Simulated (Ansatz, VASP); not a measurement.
# Cross-check of AlN between VASP and Ansatz

Aim: how closely do two programs agree when they are given the same cell, functional and k mesh?

Method: plane waves, with VASP 6.6.1 beside it; relaxation of cell and atoms at LDA, in Ansatz 0.2.0.

### Step 1. The starting structure

The structure is hexagonal, space group P6_3mc (No. 186). Conventional cell: a = 3.112 Å, b = 3.112 Å, c = 4.982 Å, α = 90.00°, β = 90.00°, γ = 120.00°. Nearest to Al lie 4 N at 1.89 to 1.90 Å. Nearest to N lie 4 Al at 1.89 to 1.90 Å. Farther neighbours and most contacts between anions are not listed.

Structure file:

```cif
data_structure
_symmetry_space_group_name_H-M 'P6_3mc'
_symmetry_Int_Tables_number 186
_cell_length_a 3.1120
_cell_length_b 3.1120
_cell_length_c 4.9820
_cell_angle_alpha 90.000
_cell_angle_beta 90.000
_cell_angle_gamma 120.000
_cell_volume 41.78
loop_
_atom_site_label
_atom_site_type_symbol
_atom_site_symmetry_multiplicity
_atom_site_Wyckoff_symbol
_atom_site_fract_x
_atom_site_fract_y
_atom_site_fract_z
_atom_site_occupancy
Al1 Al 2 b 0.33333 0.66667 0.00000 1
N1 N 2 b 0.33333 0.66667 0.38200 1
```

### Step 2. VASP: relaxation of cell and atoms, LDA

The relaxed volume is the usual yardstick between codes: its relative difference is about their pressure difference at one cell divided by the bulk modulus.

Lines of VASP's logs that name or quote its potential files are left out, and so is its time.

INCAR reads:

```
SYSTEM = AlN
PREC = Accurate
ENCUT = 600
EDIFF = 1E-07
NELM = 120
ISMEAR = 0
SIGMA = 0.02
LREAL = .FALSE.
ALGO = Normal
GGA = CA
NBANDS = 14
LORBIT = 11
LWAVE = .FALSE.
LCHARG = .FALSE.
KPAR = 16
IBRION = 2
NSW = 40
ISIF = 3
EDIFFG = -0.005
POTIM = 0.4
```

POSCAR reads:

```
AlN
1.0
    3.1120000000      0.0000000000      0.0000000000
   -1.5560000000      2.6950710570      0.0000000000
    0.0000000000      0.0000000000      4.9820000000
Al N
2 2
Direct
    0.3333333333      0.6666666667      0.0000000000
    0.6666666667      0.3333333333      0.5000000000
    0.3333333333      0.6666666667      0.3820000000
    0.6666666667      0.3333333333      0.8820000000
```

KPOINTS reads:

```
Automatic mesh
0
Gamma
11 11 6
0 0 0
```

The projector-augmented-wave data sets are Al and N (LDA family, release 64).

Command:

```console
$ mpirun -np 16 vasp_std
```

Numbers of over 12 decimals in the logs are rounded to 6 here.

What it wrote:

```text
[banner, memory and clock lines left out]
running   16 mpi-ranks, on    1 nodes
 distrk:  each k-point on    1 cores,   16 groups
 distr:  one band on    1 cores,    1 groups

 POSCAR found type information on POSCAR AlN
 POSCAR found :  2 types and       4 ions
|                                                                             |
|           W    W    AA    RRRRR   N    N  II  N    N   GGGG   !!!           |
|           W    W   A  A   R    R  NN   N  II  NN   N  G    G  !!!           |
|           W    W  A    A  R    R  N N  N  II  N N  N  G       !!!           |
|           W WW W  AAAAAA  RRRRR   N  N N  II  N  N N  G  GGG   !            |
|           WW  WW  A    A  R   R   N   NN  II  N   NN  G    G                |
|           W    W  A    A  R    R  N    N  II  N    N   GGGG   !!!           |
|                                                                             |
|     For optimal performance we recommend to set                             |
|       NCORE = 2 up to number-of-cores-per-socket                            |
|     NCORE specifies how many cores store one orbital (NPAR=cpu/NCORE).      |
|     This setting can greatly improve the performance of VASP for DFT.       |
|     The default, NCORE=1 might be grossly inefficient on modern             |
|     multi-core architectures or massively parallel machines. Do your        |
|     Unfortunately you need to use the default for GW and RPA                |
|     calculations (for HF NCORE is supported but not extensively tested      |
|     yet).                                                                   |
|                                                                             |

 LDA part: xc-table for (Slater(with rela. corr.)+CA(PZ))
 , standard interpolation
 POSCAR, INCAR and KPOINTS ok, starting setup
 FFT: planning ... GRIDC
 FFT: planning ... GRID_SOFT
 FFT: planning ... GRID
 WAVECAR not read
 entering main loop
       N       E                     dE             d eps       ncg     rms          rms(c)
DAV:   1     0.483108651836E+02    0.48311E+02   -0.81236E+03  1792   0.114E+03
DAV:   2    -0.339344866913E+02   -0.82245E+02   -0.75289E+02  2498   0.206E+02
DAV:   3    -0.378530769384E+02   -0.39186E+01   -0.39015E+01  2410   0.464E+01
DAV:   4    -0.378772998999E+02   -0.24223E-01   -0.24221E-01  1984   0.442E+00
DAV:   5    -0.378775460669E+02   -0.24617E-03   -0.24614E-03  2422   0.437E-01    0.122E+01
DAV:   6    -0.329325223280E+02    0.49450E+01   -0.14157E+01  2110   0.274E+01    0.437E+00
DAV:   7    -0.328925400439E+02    0.39982E-01   -0.69862E-01  2086   0.544E+00    0.277E+00
DAV:   8    -0.328373694338E+02    0.55171E-01   -0.87135E-02  2158   0.264E+00    0.399E-01
DAV:   9    -0.328323946939E+02    0.49747E-02   -0.12491E-02  2392   0.795E-01    0.219E-01
DAV:  10    -0.328325771175E+02   -0.18242E-03   -0.86958E-04  1966   0.207E-01    0.109E-01
DAV:  11    -0.328325234329E+02    0.53685E-04   -0.10675E-04  2284   0.834E-02    0.212E-02
DAV:  12    -0.328325227860E+02    0.64692E-06   -0.24719E-06  2248   0.126E-02    0.455E-03
DAV:  13    -0.328325226104E+02    0.17554E-06   -0.99781E-07  2344   0.754E-03    0.122E-03
DAV:  14    -0.328325226103E+02    0.99476E-10   -0.16377E-08  1250   0.118E-03
   1 F= -.32832523E+02 E0= -.32832523E+02  d E =-.328325E+02
[...]
2 F= -.32840192E+02 E0= -.32840192E+02  d E =-.766969E-02
[...]
3 F= -.32843516E+02 E0= -.32843516E+02  d E =-.109934E-01
[...]
4 F= -.32843512E+02 E0= -.32843512E+02  d E =-.109890E-01
 curvature:  -0.31 expect dE=-0.687E-05 dE for cont linesearch -0.411E-05
 ZBRENT: accuracy reached
 trial: gam= 0.00000 g(F)=  0.239E-08 g(S)=  0.219E-04 ort =-0.663E-03 (trialstep = 0.932E+00)
 search vector abs. value=  0.219E-04
 bond charge predicted
       N       E                     dE             d eps       ncg     rms          rms(c)
DAV:   1    -0.328435387032E+02   -0.27064E-04   -0.59176E-04  1942   0.212E-01    0.277E-02
DAV:   2    -0.328435211989E+02    0.17504E-04   -0.40062E-05  2200   0.501E-02    0.944E-03
DAV:   3    -0.328435196194E+02    0.15796E-05   -0.34795E-06  2188   0.141E-02    0.353E-03
DAV:   4    -0.328435191760E+02    0.44337E-06   -0.51130E-07  2320   0.571E-03    0.112E-03
DAV:   5    -0.328435191486E+02    0.27440E-07   -0.66781E-08  1166   0.209E-03
   5 F= -.32843519E+02 E0= -.32843519E+02  d E =-.756902E-05
 trial-energy change:   -0.000008  1 .order   -0.000007   -0.000020    0.000006
 step:   0.7249(harm=  0.7249)  dis= 0.00000  next Energy=   -32.843520 (dE=-0.794E-05)
 reached required accuracy - stopping structural energy minimisation
```

From OUTCAR (step 2):

```text
ion  position               nearest neighbor table
   1  0.333  0.667  0.000-   4 1.89   4 1.89   4 1.89   3 1.90   2 3.07   2 3.07   2 3.07   2 3.07
                             2 3.07   2 3.07
   2  0.667  0.333  0.500-   3 1.89   3 1.89   3 1.89   4 1.90   1 3.07   1 3.07   1 3.07   1 3.07
                             1 3.07   1 3.07
   3  0.333  0.667  0.382-   2 1.89   2 1.89   2 1.89   1 1.90
   4  0.667  0.333  0.882-   1 1.89   1 1.89   1 1.89   2 1.90

  LATTYP: Found a hexagonal cell.
 ALAT       =     3.1120000000
 C/A-ratio  =     1.6008997429

 Subroutine GETGRP returns: Found 12 space group operations
 (whereof  6 operations were pure point group operations)

The static configuration has the point symmetry C_3v.
 The point group associated with its full space group is C_6v.

 Found     64 irreducible k-points:

   k-points           NKPTS =     64   k-points in BZ     NKDIM =     64   number of bands    NBANDS=     14

   dimension x,y,z NGX =    28 NGY =   28 NGZ =   40
   dimension x,y,z NGXF=    56 NGYF=   56 NGZF=   80

   ENCUT  =  600.0 eV  44.10 Ry    6.64 a.u.   6.22  6.22  9.95*2*pi/ulx,y,z

   NELECT =      16.0000    total number of electrons

 k-points in reciprocal lattice and weights: Automatic mesh
   0.00000000  0.00000000  0.00000000       0.001
   0.09090909  0.00000000  0.00000000       0.008
   0.18181818  0.00000000  0.00000000       0.008
   0.27272727  0.00000000  0.00000000       0.008
   0.36363636  0.00000000  0.00000000       0.008
   0.45454545  0.00000000  0.00000000       0.008
   0.09090909  0.09090909  0.00000000       0.008
   0.18181818  0.09090909  0.00000000       0.017
   0.27272727  0.09090909  0.00000000       0.017
[...]
0.27272727  0.27272727  0.50000000       0.008
   0.36363636  0.27272727  0.50000000       0.008

 average (electrostatic) potential at core
       1 -69.6835       2 -69.6835       3 -59.6893       4 -59.6893

 E-fermi :   6.2005

 k-point     1 :       0.0000    0.0000    0.0000
  band No.  band energies     occupation
    ...
      4       5.2009      2.00000
      5       5.2009      2.00000
      6       5.8611      2.00000
      7       5.8611      2.00000
      8       6.0852      2.00000
      9      10.4869      0.00000
     10      12.7963      0.00000
     11      16.7191      0.00000
     12      17.1681      0.00000
     13      17.1681      0.00000
    ...

 k-point     2 :       0.0909    0.0000    0.0000
  band No.  band energies     occupation
    ...
      4       4.7049      2.00000
      5       5.0589      2.00000
      6       5.3873      2.00000
      7       5.8459      2.00000
      8       6.0383      2.00000
      9      10.9578      0.00000
     10      13.2236      0.00000
     11      16.2599      0.00000
     12      16.4739      0.00000
     13      17.4768      0.00000
    ...

 k-point     3 :       0.1818    0.0000    0.0000
  band No.  band energies     occupation
    ...
      4       3.5388      2.00000
      5       4.4012      2.00000
      6       4.7387      2.00000
      7       5.7633      2.00000
      8       5.8708      2.00000
      9      11.8633      0.00000
     10      13.8901      0.00000
     11      14.9887      0.00000
     12      15.8017      0.00000
     13      18.2329      0.00000
    ...

  Total       -0.0104188     -0.0104188     -0.0096889      0.0000000      0.0000000      0.0000000
  in kB       -0.4076109     -0.4076109     -0.3790551      0.0000000      0.0000000      0.0000000
  external PRESSURE =      -0.3980923 kB  Pullay stress =       0.0000000 kB

  energy-cutoff  :      600.00
  volume of cell :       40.95
      direct lattice vectors                 reciprocal lattice vectors
     3.091263985  0.000000000  0.000000000     0.323492269  0.186768348 -0.000000000
    -1.545631992  2.677113141 -0.000000000     0.000000000  0.373536697 -0.000000000
     0.000000000  0.000000000  4.948554857    -0.000000000  0.000000000  0.202079199

 POSITION                                       TOTAL-FORCE (eV/Angst)
 -----------------------------------------------------------------------------------
     -0.00000      1.78474      0.00034        -0.000000     -0.000000     -0.004120
      1.54563      0.89237      2.47462        -0.000000     -0.000000     -0.004120
     -0.00000      1.78474      1.89001         0.000000      0.000000      0.004120
      1.54563      0.89237      4.36428         0.000000      0.000000      0.004120
 -----------------------------------------------------------------------------------
    total drift:                               -0.000000      0.000000     -0.000511

  FREE ENERGIE OF THE ION-ELECTRON SYSTEM (eV)
  ---------------------------------------------------
  free  energy   TOTEN  =       -32.8435191486 eV

  energy  without entropy=      -32.8435191486  energy(sigma->0) =      -32.84351915

 reached required accuracy - stopping structural energy minimisation

 total charge
# of ion       s       p       d       tot
------------------------------------------
    1        0.378   0.461   0.000   0.839
    2        0.378   0.461   0.000   0.839
    3        1.208   2.623   0.000   3.831
    4        1.208   2.623   0.000   3.831
--------------------------------------------------
tot          3.172   6.169   0.000   9.341

[... 3 further parts left out ...]
```

CONTCAR:

```
AlN
   1.00000000000000
     3.0912639845863854    0.0000000000000000    0.0000000000000000
    -1.5456319922931927    2.6771131408700866   -0.0000000000000000
     0.0000000000000000    0.0000000000000000    4.9485548568860853
  Al              N
     2     2
Direct
     0.3333333332999970    0.6666666667000030    0.0000688488776994
     0.6666666667000030    0.3333333332999970    0.5000688488776995
     0.3333333332999970    0.6666666667000030    0.3819311511222985
     0.6666666667000030    0.3333333332999970    0.8819311511222984
```

The gap is read on the k-mesh alone, so it is an upper bound where the band edges lie off the mesh. The run keeps the 12 symmetry operations of its start, so it cannot find a distortion of lower symmetry.

(Continued in part 2 of 2.)

[Lines on the potential files, build, host, timing and source positions are cut from VASP's logs without a mark.]

[Logs are printed without paths, hosts, clocks, repeated set-up lines and the standing remarks that a program may print on its own settings, such as how far it seeks lower states.]

[Hosts, paths, dates, database ids (printed as entryN), source tags and the programs' standing remarks are cut or masked in the printed files.]
